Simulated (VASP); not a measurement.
# Zn (Fm-3m) in VASP: further runs, part 2 of 2

VASP 6.6.1. Earlier steps stand in the parts before.

## 5. Single point, PBE (volume scaled by 1.04)

Input file INCAR:

```
  PREC = Accurate
  ENCUT = 520
  EDIFF = 1E-6
  ISMEAR = -1
  SIGMA = 0.05
  LREAL = F
  LASPH = T
  NELM = 100
  ALGO = Normal
  ISIF = 2
  LWAVE = F
  LCHARG = F
  GGA = PE
  NBANDS = 12
```

Input file KPOINTS:

```
Automatic mesh
0
Gamma
  12 12 12
```

Input file POSCAR:

```
Zn
1.0
    0.0000000000      1.9906312808      1.9906312808
    1.9906312808      0.0000000000      1.9906312808
    1.9906312808      1.9906312808      0.0000000000
Zn
1
Direct
    0.0000000000      0.0000000000      0.0000000000
```

Potentials or basis: VASP PAW PBE potentials, release 64 (Zn).

Launch:

```
$ cat potpaw_PBE.64/Zn/POTCAR > POTCAR
$ mpirun -np 1 vasp_std > vasp.out
```

OUTCAR:

```text
PREC = Accurate
   ENCUT = 520
   EDIFF = 1E-6
   ISMEAR = -1
   LREAL = F
   LASPH = T
   NELM = 100
   ISIF = 2
   GGA = PE

 ion  position               nearest neighbor table
   1  0.000  0.000  0.000-

  LATTYP: Found a face centered cubic cell.
 ALAT       =     3.9812625616

  Lattice vectors:

 A1 = (   0.0000000000,   1.9906312808,   1.9906312808)
 A2 = (   1.9906312808,   0.0000000000,   1.9906312808)
 A3 = (   1.9906312808,   1.9906312808,   0.0000000000)

Analysis of symmetry for initial positions (statically):
=====================================================================
 Subroutine PRICEL returns:
 Original cell was already a primitive cell.

 Routine SETGRP: Setting up the symmetry group for a
 face centered cubic supercell.

 Subroutine GETGRP returns: Found 48 space group operations
 (whereof 48 operations were pure point group operations)
 out of a pool of 48 trial point group operations.

The static configuration has the point symmetry O_h .

Analysis of symmetry for dynamics (positions and initial velocities):
=====================================================================
 Subroutine PRICEL returns:
[... 170 lines left out ...]
      6      -4.3620      2.00000
      7      20.5383      0.00000
      8      20.5383      0.00000
      9      20.5383      0.00000
     10      21.4083      0.00000
     11      23.3718      0.00000
     12      23.3718      0.00000
[... 331 lines left out ...]
 k-point    24 :      -0.4167    0.1667    0.0000
  band No.  band energies     occupation
      1      -5.1729      2.00000
      2      -4.7930      2.00000
      3      -4.5847      2.00000
      4      -4.3824      2.00000
      5      -4.1384      2.00000
      6       0.5987      2.00000
      7       2.3965      1.99865
      8      11.9402      0.00000
      9      15.5364      0.00000
     10      17.8816      0.00000
     11      24.6928      0.00000
     12      25.7543      0.00000

 [... further k-points ...]

------------------------ aborting loop because EDIFF is reached ----------------------------------------

  FORCE on cell =-STRESS in cart. coord.  units (eV):
  Direction    XX          YY          ZZ          XY          YZ          ZX
  --------------------------------------------------------------------------------------
  -------------------------------------------------------------------------------------
  Total       -0.2156123     -0.2156123     -0.2156123      0.0000000     -0.0000000     -0.0000000
  in kB      -21.8968492    -21.8968492    -21.8968492      0.0000000     -0.0000000     -0.0000000
  external PRESSURE =     -21.8968492 kB  Pullay stress =       0.0000000 kB

 VOLUME and BASIS-vectors are now :
 -----------------------------------------------------------------------------
  energy-cutoff  :      520.00
  volume of cell :       15.78
      direct lattice vectors                 reciprocal lattice vectors
     0.000000000  1.990631281  1.990631281    -0.251176602  0.251176602  0.251176602
     1.990631281  0.000000000  1.990631281     0.251176602 -0.251176602  0.251176602
     1.990631281  1.990631281  0.000000000     0.251176602  0.251176602 -0.251176602

 POSITION                                       TOTAL-FORCE (eV/Angst)
 -----------------------------------------------------------------------------------
      0.00000      0.00000      0.00000         0.000000     -0.000000      0.000000
 -----------------------------------------------------------------------------------
    total drift:                               -0.000000      0.000000     -0.000000

  FREE ENERGIE OF THE ION-ELECTRON SYSTEM (eV)
  ---------------------------------------------------
  free  energy   TOTEN  =        -1.0730602935 eV

  energy  without entropy=       -1.0693377411  energy(sigma->0) =       -1.07119902
```

OSZICAR:

```text
N       E                     dE             d eps       ncg     rms          rms(c)
DAV:   1     0.437831459668E+02    0.43783E+02   -0.65861E+03  1744   0.157E+03
DAV:   2     0.199553336172E+00   -0.43584E+02   -0.41446E+02  1812   0.217E+02
DAV:   3    -0.115973360903E+01   -0.13593E+01   -0.13572E+01  2020   0.382E+01
DAV:   4    -0.116285174186E+01   -0.31181E-02   -0.31180E-02  1948   0.179E+00
DAV:   5    -0.116285406228E+01   -0.23204E-05   -0.23203E-05  2016   0.483E-02    0.255E+00
DAV:   6    -0.107890429505E+01    0.83950E-01   -0.45218E-01  2072   0.135E+01    0.199E+00
DAV:   7    -0.107486346122E+01    0.40408E-02   -0.86249E-03  1868   0.180E+00    0.100E+00
DAV:   8    -0.107304918230E+01    0.18143E-02   -0.11176E-03  2040   0.470E-01    0.384E-02
DAV:   9    -0.107305972890E+01   -0.10547E-04   -0.83624E-05  2296   0.115E-01    0.211E-02
DAV:  10    -0.107306029352E+01   -0.56462E-06   -0.43345E-06  1932   0.312E-02
   1 F= -.10730603E+01 E0= -.10711990E+01  d E =-.372255E-02
```

stdout:

```text
POSCAR found type information on POSCAR Zn
 POSCAR found :  1 types and       1 ions
 scaLAPACK will be used
 LDA part: xc-table for (Slater+PW92), standard interpolation
 POSCAR, INCAR and KPOINTS ok, starting setup
 FFT: planning ... GRIDC
 FFT: planning ... GRID_SOFT
 FFT: planning ... GRID
 WAVECAR not read
 entering main loop
```

Run time: 7.4 s. Hardware: 1 thread of Intel Xeon Platinum 8259CL at 2.50GHz (Skylake/Cascade Lake), shared host; peak memory 0.14 GiB.

Results:

* Free energy: -1.0731 eV
* Pressure: -2.2 GPa
* Band gap on the k mesh: none (metal or under the smearing width)

## 6. Single point, PBE (volume scaled by 1.02)

Input file INCAR:

```
PREC = Accurate
ENCUT = 520
EDIFF = 1E-7
ISMEAR = -1
SIGMA = 0.05
LREAL = False
LASPH = True
NELM = 100
ALGO = Fast
ISIF = 2
LWAVE = False
LCHARG = False
GGA = PE
NBANDS = 12
```

Input file KPOINTS:

```
regular mesh
0
Gamma
  12 12 12
```

Input file POSCAR:

```
Zn
1.0
    0.0000000000      1.9777881408      1.9777881408
    1.9777881408      0.0000000000      1.9777881408
    1.9777881408      1.9777881408      0.0000000000
Zn
1
Direct
    0.0000000000      0.0000000000      0.0000000000
```

Potentials or basis: VASP PAW PBE potentials, release 64 (Zn).

Launch:

```
$ cat potpaw_PBE.64/Zn/POTCAR > POTCAR
$ mpirun -np 1 vasp_std > vasp.out
```

OUTCAR:

```text
PREC = Accurate
   ENCUT = 520
   EDIFF = 1E-7
   ISMEAR = -1
   LREAL = False
   LASPH = True
   NELM = 100
   ISIF = 2
   GGA = PE

 ion  position               nearest neighbor table
   1  0.000  0.000  0.000-

  LATTYP: Found a face centered cubic cell.
 ALAT       =     3.9555762816

  Lattice vectors:

 A1 = (   0.0000000000,   1.9777881408,   1.9777881408)
 A2 = (   1.9777881408,   0.0000000000,   1.9777881408)
 A3 = (   1.9777881408,   1.9777881408,   0.0000000000)

Analysis of symmetry for initial positions (statically):
=====================================================================
 Subroutine PRICEL returns:
 Original cell was already a primitive cell.

 Routine SETGRP: Setting up the symmetry group for a
 face centered cubic supercell.

 Subroutine GETGRP returns: Found 48 space group operations
 (whereof 48 operations were pure point group operations)
 out of a pool of 48 trial point group operations.

The static configuration has the point symmetry O_h .

[... 168 lines left out ...]
  band No.  band energies     occupation
      1      -7.2535      2.00000
      2      -4.6287      2.00000
      3      -4.6287      2.00000
      4      -4.6287      2.00000
      5      -4.2634      2.00000
      6      -4.2634      2.00000
      7      20.9389      0.00000
      8      20.9389      0.00000
      9      20.9389      0.00000
     10      21.6874      0.00000
     11      23.7440      0.00000
     12      23.7440      0.00000
[... 331 lines left out ...]
 k-point    24 :      -0.4167    0.1667    0.0000
  band No.  band energies     occupation
      1      -5.1105      2.00000
      2      -4.7123      2.00000
      3      -4.4951      2.00000
      4      -4.2896      2.00000
      5      -4.0320      2.00000
      6       0.6933      2.00000
      7       2.5449      1.99825
      8      12.2008      0.00000
      9      15.8453      0.00000
     10      18.1815      0.00000
     11      25.0910      0.00000
     12      26.1671      0.00000

 [... further k-points ...]

------------------------ aborting loop because EDIFF is reached ----------------------------------------

  FORCE on cell =-STRESS in cart. coord.  units (eV):
  Direction    XX          YY          ZZ          XY          YZ          ZX
  --------------------------------------------------------------------------------------
  -------------------------------------------------------------------------------------
  Total       -0.1094004     -0.1094004     -0.1094004     -0.0000000     -0.0000000      0.0000000
  in kB      -11.3281770    -11.3281770    -11.3281770     -0.0000000     -0.0000000      0.0000000
  external PRESSURE =     -11.3281770 kB  Pullay stress =       0.0000000 kB

 VOLUME and BASIS-vectors are now :
 -----------------------------------------------------------------------------
  energy-cutoff  :      520.00
  volume of cell :       15.47
      direct lattice vectors                 reciprocal lattice vectors
     0.000000000  1.977788141  1.977788141    -0.252807664  0.252807664  0.252807664
     1.977788141  0.000000000  1.977788141     0.252807664 -0.252807664  0.252807664
     1.977788141  1.977788141  0.000000000     0.252807664  0.252807664 -0.252807664

 POSITION                                       TOTAL-FORCE (eV/Angst)
 -----------------------------------------------------------------------------------
      0.00000      0.00000      0.00000        -0.000000      0.000000      0.000000
 -----------------------------------------------------------------------------------
    total drift:                               -0.000000      0.000000     -0.000000

  FREE ENERGIE OF THE ION-ELECTRON SYSTEM (eV)
  ---------------------------------------------------
  free  energy   TOTEN  =        -1.0763074325 eV

  energy  without entropy=       -1.0727643047  energy(sigma->0) =       -1.07453587
```

stdout:

```text
POSCAR found type information on POSCAR Zn
 POSCAR found :  1 types and       1 ions
 scaLAPACK will be used
 LDA part: xc-table for (Slater+PW92), standard interpolation
 POSCAR, INCAR and KPOINTS ok, starting setup
 FFT: planning ... GRIDC
 FFT: planning ... GRID_SOFT
 FFT: planning ... GRID
 WAVECAR not read
 entering main loop
WARNING in EDDRMM: call to ZHEGV failed, returncode =   6  3     11
```

It took 9.7 s on 1 thread of Intel Xeon Platinum 8259CL at 2.50GHz (Skylake/Cascade Lake), shared host; peak memory 0.14 GiB.

Results:

```yaml
Free_energy: -1.0763 eV
Pressure: -1.1 GPa
Band_gap_on_the_k_mesh: none (metal or under the smearing width)
```

Levels at points of the mesh, in eV from the Fermi level:
| k point | band 3 | band 4 | band 5 | band 6 | band 7 | band 8 | band 9 | band 10 |
| --- | --- | --- | --- | --- | --- | --- | --- | --- |
| (0.00, 0.00, 0.00) | -7.53 | -7.53 | -7.16 | -7.16 | 18.04 | 18.04 | 18.04 | 18.79 |
| (0.50, 0.00, 0.00) | -7.53 | -6.89 | -6.89 | -2.77 | -1.37 | 15.07 | 15.07 | 17.35 |
| (0.50, 0.50, 0.00) | -6.90 | -6.82 | -6.82 | -0.90 | 1.70 | 8.38 | 8.38 | 12.00 |

## 7. The runs side by side

```tsv
level	potentials or basis	spin	cell	k mesh	smearing	gap on the mesh (eV)	pressure (GPa)
PBE	VASP PAW PBE potentials, release 64 (Zn)	off	volume scaled by 0.94	12 × 12 × 12	fermi-dirac 0.05 eV	none	5.1
PBE	VASP PAW PBE potentials, release 64 (Zn)	off	as given	12 × 12 × 12	fermi-dirac 0.05 eV	none	0.1
LDA	VASP PAW LDA potentials, release 64 (Zn)	non-collinear, typed start	volume scaled by 0.8	9 × 9 × 9	fermi-dirac 0.01 eV	none	16.2
PBE	VASP PAW PBE potentials, release 64 (Zn)	off	volume scaled by 1.04	12 × 12 × 12	fermi-dirac 0.05 eV	none	-2.2
PBE	VASP PAW PBE potentials, release 64 (Zn)	off	volume scaled by 1.02	12 × 12 × 12	fermi-dirac 0.05 eV	none	-1.1
```

Alike in all rows: task single point; cutoff (eV) 520.

Caveats: so large a pressure means that the cell lies far from this level's equilibrium, or that cutoff or potentials fall short (some runs).

Total energies depend on the potentials used, so only differences within one code and one set of settings carry meaning.
